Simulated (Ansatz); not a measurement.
# Si (Ia-3) in Ansatz: band structure with r2SCAN

Aim: the band structure of Si with r2SCAN.

Everything below comes from runs of Ansatz 0.2.0. Logs are shortened: lines on timing, memory, paths and dates and some standing lists are left out, and cuts for length are marked.

## (1) The crystal as given

It takes space group Ia-3 (No. 206, cubic). Conventional cell: a = 6.656 Å, b = 6.656 Å, c = 6.656 Å, α = 90.00°, β = 90.00°, γ = 90.00°. Around Si (site symmetry 3) lie 4 Si at 2.34 to 2.39 Å.

This isn't the form of Si at room conditions, which is diamond.

## (2) Band structure, r2SCAN

The input, input.yaml:

```yaml
crystal:
  lattice:
    - [-3.327825, 3.327825, 3.327825]
    - [3.327825, -3.327825, 3.327825]
    - [3.327825, 3.327825, -3.327825]
  atoms:
    - { symbol: Si, position: [0.703114, 0.703114, 0.703114] }
    - { symbol: Si, position: [0.5, 0.0, 0.796886] }
    - { symbol: Si, position: [0.0, 0.796886, 0.5] }
    - { symbol: Si, position: [0.796886, 0.5, 0.0] }
    - { symbol: Si, position: [0.296886, 0.296886, 0.296886] }
    - { symbol: Si, position: [0.5, 0.0, 0.203114] }
    - { symbol: Si, position: [0.0, 0.203114, 0.5] }
    - { symbol: Si, position: [0.203114, 0.5, 0.0] }
hamiltonian:
  xc: r2scan
  pseudopotentials: { kind: paw }
kpoints:
  mp_grid: { grid: [6, 6, 6] }
  band_path:
    path:
      - [[0.0, 0.0, 0.0], [0.5, -0.5, 0.5], [0.0, 0.0, 0.5], [0.0, 0.0, 0.0], [0.25, 0.25, 0.25], [0.5, -0.5, 0.5]]
      - [[0.25, 0.25, 0.25], [0.0, 0.0, 0.5]]
    npoints: 10
scf:
  occupations: { method: fermi_dirac, width: 0.05 }
  n_extra_bands: 20
output:
  forces: true
  stress: true
  eigenvalues: true
  fatbands: true
```

Potentials or basis: Ansatz PAW.

Started as:

```bash
$ ansatz run input.yaml --threads 4 --pin off --max-ram 11264MiB --backend cpu --events-out ev --progress --plain --runs-dir out
```

Log:

```text
Warning: RAYON_NUM_THREADS=4 ignored (pool sized by the plan → 4); use --threads N
scf.n_extra_bands = 20 over 16 filled bands (N_el = 32.0): the run solves 36 bands
Engine: ansatz 0.2.0, aarch64-unknown-linux-gnu
Pseudopotentials: kind: paw
Pseudopotential: Si, paw, valence charge 4, recommended cutoff 500 eV (meta_gga), Si.paw.azcp
Functional definition: r2SCAN
  parameter k0 = 0.174
  parameter k1 = 0.065
  parameter a1 = 4.9479
  exchange = r2scan_x(k0 = k0, k1 = k1, a1 = a1)
  correlation = r2scan_c
Crystal: 8 atoms, lattice volume = 147.415 Å³
Basis set: ecut = 500 eV, 3781 PW (Γ), exchange–correlation on 180×180×180 points (64 copies of the dense FFT grid, shifted against one another)
Bands: 36, of which v1, the nominal top of the filled ones, is band 16 counted from 1 (15 counted from 0)
Symmetry: 24 space group operations
Space group: Ia-3 (ITA 206), of the structure as read, at distance tolerance 5.3e-5 Å
k-points: 18 of 216
Non-local potential: Si, projectors of the file, l = 0: 2, l = 1: 2, l = 2: 2
PAW form: soft (Blöchl's): semilocal exchange-correlation on the pseudo side does not see the compensation charge
PAW frozen core: Si, regenerated for the run's functional (the file was generated under x = pbe(κ = 0.804, μ = 0.2195149727645171), c = pbe(β = 0.06672455060314922))
PAW one-centre angular grid: Si, 302 points (default); XC on 160 Gauss nodes
Initial density: superposition of atomic densities (neutral atoms: chi_scale 0, normalization atom), corrected by the library's trained network
Initial wavefunctions: pseudopotential atomic-orbital guess
Functional: x = r2scan, c = r2scan; τ floored in thin density (d = 2e-4 eV/Å³)
SCF iter   1: F=—  HF=-5110.955916 eV  |F-HF|=—  |Δ(HF+E_count)|=         —  Δρ=4.87e-3  dr2=3.24e-2  dr2_τ=4.71e-2  ethr=1.77e-3  ⟨swp⟩=5.6  Hψ=3311  notcnv=0  defer=133
preconditioner: auto → Resta (q_TF=auto, 2.115 Å⁻¹)  ε∞=3.5  [insulator: Δε(μ)=0.345 eV  Ē_g=10.905 eV  σ=0.050 eV  W_gap=0.70  n_scr=18 (ndim 8)  ℏωp=17.3 eV  f_vac=0.000  D(μ)=0.32/eV (n_scr^D=0)  ε∞_Penn≈3.5]
SCF iter   2: F=—  HF=-5111.035498 eV  |F-HF|=—  |Δ(HF+E_count)|=   7.96e-2  Δρ=3.08e-3  dr2=1.19e-2  dr2_τ=3.70e-5  ethr=1.01e-4  ⟨swp⟩=2.0  Hψ=1219  notcnv=0  defer=220
SCF iter   3: F=—  HF=-5111.035428 eV  |F-HF|=—  |Δ(HF+E_count)|=   7.01e-5  Δρ=3.52e-4  dr2=1.73e-4  dr2_τ=4.83e-6  ethr=3.72e-5  ⟨swp⟩=2.6  Hψ=698  notcnv=0  defer=220
SCF iter   4: F=—  HF=-5111.035543 eV  |F-HF|=—  |Δ(HF+E_count)|=   1.16e-4  Δρ=1.07e-4  dr2=1.52e-5  dr2_τ=8.54e-8  ethr=5.40e-7  ⟨swp⟩=2.2  Hψ=695  notcnv=0  defer=220
SCF iter   5: F=—  HF=-5111.035587 eV  |F-HF|=—  |Δ(HF+E_count)|=   4.34e-5  Δρ=3.02e-5  dr2=1.03e-6  dr2_τ=1.07e-8  ethr=4.75e-8  ⟨swp⟩=2.1  Hψ=683  notcnv=0  defer=220
SCF iter   6: F=-5111.035588 eV  HF=-5111.035588 eV  |F-HF|=6.13e-8  |Δ(HF+E_count)|=   1.57e-6  Δρ=7.09e-6  dr2=4.84e-8  dr2_τ=6.15e-10  ethr=3.13e-10  ⟨swp⟩=13.4  Hψ=4206  notcnv=0
SCF 1 converged in 6 iterations: F = -5111.035588 eV  dr2 = 4.84e-8
NSCF: frozen V_eff on 62 k-points
SCF converged after 6 iterations
Free energy (F): -5111.035588 eV
Harris-Foulkes:  -5111.035588 eV  (|F-HF|=6.13e-8)
Internal energy: -5111.032405 eV  (E = F + TS)
E sigma→0 (E₀):  -5111.033996 eV
Entropy (-TS):   -0.003184 eV (-0.398 meV/atom)
Fermi energy:    7.528275 eV
--- Per-component energies (eV) ---
  E_band       = 58.078309
  E_kinetic    = 322.820074
  E_local      = -138.779882  (includes V_loc(G=0)·N_el)
  E_nonlocal   = 198.736215
  E_hartree    = 38.435373
  E_xc         = -412.001184
  E_vxc        = -397.803197  (∫ρ·V_xc dr)
  E_paw        = -4155.283250  (= ΣΔE_a)
  E_vpaw       = -19.211744  (= ΣTr[D̂ρ^β])
  E_aug_tail   = 0.000037  (compensation charges beyond the density's cutoff)
  E_vtau       = 15.445183  (kinetic-family band-sum trace: ∫τ·v_τ [+ j·A + Jᵃ·Aᵃ] dr)
  E_ewald      = -964.348324
  E_core_change = -0.611464  (= ΣΔE_core)
  E_smearing   = -0.003184  (= −TS)
  E_closure    = 0.000000  (closes the sum)
  Σ components = -5111.035588   (vs F -5111.035588, Δ=0.00e0)
--- Forces (eV/Å), atoms counted from 1 ---
  atom   1  Si    -0.10910324    -0.10910324    -0.10910324
  atom   2  Si     0.10910324     0.10910324    -0.10910324
  atom   3  Si     0.10910324    -0.10910324     0.10910324
  atom   4  Si    -0.10910324     0.10910324     0.10910324
  atom   5  Si     0.10910324     0.10910324     0.10910324
  atom   6  Si    -0.10910324    -0.10910324     0.10910324
  atom   7  Si    -0.10910324     0.10910324    -0.10910324
  atom   8  Si     0.10910324    -0.10910324    -0.10910324
  max |Σ_I F_I| component: 8.33e-17 eV/Å
--- Stress (GPa, compression-positive) ---
       -0.773692       0.000000       0.000000
        0.000000      -0.773692       0.000000
       -0.000000      -0.000000      -0.773692
  P = ⅓ Tr σ = -0.7737 GPa (-7.737 kbar)
--- Band table (eV; the first three rows and the last of 18) ---
  k-point 0: bands = ["-5.8074", "-1.2858", "-0.8988", "-0.8988", "-0.8988", "0.7328", "0.7328", "0.7328", "2.2847", "2.2847", "3.2359", "3.2359", "3.2359", "5.8795", "5.8795", "6.5351", "9.3577", "9.3577", "9.3577", "11.4065", "11.4065", "11.4065", "13.1433", "13.1433", "13.1433", "13.6736", "13.6736", "14.5352", "14.5352", "14.5352", "14.5921", "14.5921", "14.5921", "15.5008", "16.4381", "16.4381"]
  k-point 1: bands = ["-5.6298", "-1.8672", "-1.4508", "-1.2654", "-0.6034", "0.4848", "1.0269", "1.3707", "2.1328", "2.6329", "3.7023", "3.8337", "4.1329", "5.1830", "5.4298", "6.2922", "9.4667", "9.8124", "10.2275", "10.2541", "10.6215", "10.8303", "12.2025", "12.8760", "13.0387", "13.1559", "13.2263", "13.7671", "14.2877", "14.5057", "14.9367", "15.0952", "15.2137", "15.8190", "15.9198", "16.2303"]
  k-point 2: bands = ["-5.1016", "-3.0988", "-1.8404", "-1.7225", "-0.3655", "0.0862", "1.5640", "2.2980", "2.3968", "3.6133", "3.8827", "4.3551", "4.9490", "4.9701", "5.5872", "6.3439", "8.2964", "8.5996", "9.4388", "10.3637", "10.4853", "10.7122", "11.0965", "12.1860", "12.3385", "12.6794", "13.2798", "13.7402", "13.8511", "14.6238", "15.0749", "15.1822", "15.6955", "16.1900", "16.1920", "16.7639"]
  k-point 17: bands = ["-3.2900", "-3.2900", "-3.2900", "-1.7955", "-1.7955", "-1.7955", "2.0766", "3.6331", "3.6331", "3.6331", "4.7193", "4.7193", "4.7193", "6.9637", "7.5821", "7.5821", "7.5821", "10.5084", "10.6125", "10.6125", "10.6125", "10.6953", "10.6953", "10.6953", "11.3845", "11.3845", "11.3845", "11.6888", "11.6888", "12.0874", "13.8391", "13.8391", "14.1699", "14.1699", "14.1699", "15.7984"]
```

It took 11 s on 4 threads of Arm Neoverse V1, shared host; peak memory 0.85 GiB.

What came out:

```
Free energy            : -5111.0356 eV
Pressure               : -0.8 GPa
Largest force          : 0.189 eV/Å
Band gap on the k mesh : none (metal or under the smearing width)
```

Forces on the atoms (eV/Å):
```
Si  -0.109 -0.109 -0.109
Si   0.109  0.109 -0.109
Si   0.109 -0.109  0.109
Si  -0.109  0.109  0.109
Si   0.109  0.109  0.109
Si  -0.109 -0.109  0.109
Si  -0.109  0.109 -0.109
Si   0.109 -0.109 -0.109
```

Levels at the corners of the path, in eV from the Fermi level:
```tsv
point	band 14	band 15	band 16	band 17	band 18	band 19
Γ	-1.65	-1.65	-0.99	1.83	1.83	1.83
H	-0.56	0.05	0.05	0.05	2.98	3.08
N	-2.34	-1.49	-1.49	0.47	0.47	2.21
Γ	-1.65	-1.65	-0.99	1.83	1.83	1.83
P	-3.31	-3.31	-3.31	2.37	2.37	2.37
H	-0.56	0.05	0.05	0.05	2.98	3.08
P	-3.31	-3.31	-3.31	2.37	2.37	2.37
N	-2.34	-1.49	-1.49	0.47	0.47	2.21
```

Caveat: the PAW data sets come from PBE, with cores solved anew for the run's functional, which leaves a small shift of forces and pressure.
